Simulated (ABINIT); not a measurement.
Runs of ABINIT 10.8.3 (patched build) on TiSi2. Symmetry: Cmcm, No. 63, orthorhombic system. The conventional cell has a = 3.530 Å, b = 13.519 Å, c = 3.565 Å, α = 90.00°, β = 90.00°, γ = 90.00°. Around Ti (site symmetry m2m) lie 10 Si at 2.58 to 2.81 Å. Si (site symmetry m2m) is surrounded by 4 Si at 2.51 Å and 4 Ti at 2.66 to 2.67 Å. Around Si (site symmetry m2m) lie 2 Si at 2.38 Å and 4 Ti at 2.58 Å. The cell comes from a database or a generator and needn't be the stable form of this composition.

| task | level | potentials or basis | cell | k mesh | cell freedom (optcell) | cutoff smearing ecutsm (Ha) | optimiser (ionmov) | force stop (Ha/bohr) | mesh quality | gap on the mesh (eV) | pressure (GPa) | relaxed volume (Å³/atom) | largest force (eV/Å) |
| --- | --- | --- | --- | --- | --- | --- | --- | --- | --- | --- | --- | --- | --- |
| relaxation of cell and atoms | PBE+D2 | JTH PAW PBE v2.0 | relaxed | 5 × 5 × 5 | 2 | 0.5 | 2 | 0.0005 | coarse | none | 0.1 | 14.05 | 0.01 |
| band structure | PBEsol | JTH PAW PBE v2.0 | as given | 8 × 8 × 8 | - | - | - | - | not flagged | none | -1.9 | - | (a) |
| relaxation of cell and atoms | LDA | JTH PAW LDA v2.0 | relaxed | 6 × 6 × 6 | 2 | 0.5 | 2 | 0.0005 | not flagged | none | 0.0 | (b) | - |
| relaxation of cell and atoms | PBE+D3(BJ) | JTH PAW PBE v2.0 | relaxed | 5 × 5 × 5 | 2 | 0.5 | 2 | 0.0005 | coarse | none | 0.0 | 13.70 | 0.01 |
| band structure | LDA | JTH PAW LDA v2.0 | as given | 8 × 8 × 8 | - | - | - | - | not flagged | none | -5.1 | - | 0.11 |
| relaxation of cell and atoms | PBEsol | JTH PAW PBE v2.0 | relaxed | 5 × 5 × 5 | 2 | 0.5 | 2 | 0.0005 | coarse | none | 0.0 | 13.93 | - |
| single point | PBE | JTH PAW PBE v2.0 | as given | 8 × 8 × 8 | - | - | - | - | not flagged | none | 2.0 | - | (c) |

Alike in all rows: no spin polarisation; cutoff (eV) 408; smearing fermi-dirac 0.05 eV.

Fill in the values left out.

(a) 0.20; (b) 13.63; (c) 0.18.

Caveats: some runs use coarse meshes; pairwise dispersion overbinds metals, which lowers pressure and volume (some runs); the PAW data sets were made with another functional, which shifts forces and pressure a little (some runs).

A k mesh can miss the band edges.

A gap of «none» marks a metal or a gap under the smearing width.

Not every run made on this cell is shown here.
